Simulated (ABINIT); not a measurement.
The system is Ba.

```
Ba
1.0
     0.00000    3.23267    3.23267
     3.23267    0.00000    3.23267
     3.23267    3.23267    0.00000
Ba
1
Cartesian
  0.0000 0.0000 0.0000
```

This isn't the form of Ba at room conditions, which is bcc.

Base run:

| Quantity | Value |
| --- | --- |
| Program | ABINIT 10.8.3 (patched build) |
| Functional | LDA |
| Potentials or basis | JTH PAW PBE v2.0 |
| Cutoff | 490 eV |
| k mesh | 7 × 7 × 7 |
| Occupations | fermi-dirac, width 0.05 eV |
| Spin | no spin polarisation |

Its results: pressure -1.5 GPa.

The run is repeated on the same cell with these changes: functional from LDA to SCAN. What comes out?

Pressure 0.0 GPa.

Caveats: this set's barium file shifts pressures by 1.5 GPa and gaps by 0.1 eV against other sets; the PAW data sets were made with another functional, which shifts forces and pressure a little.
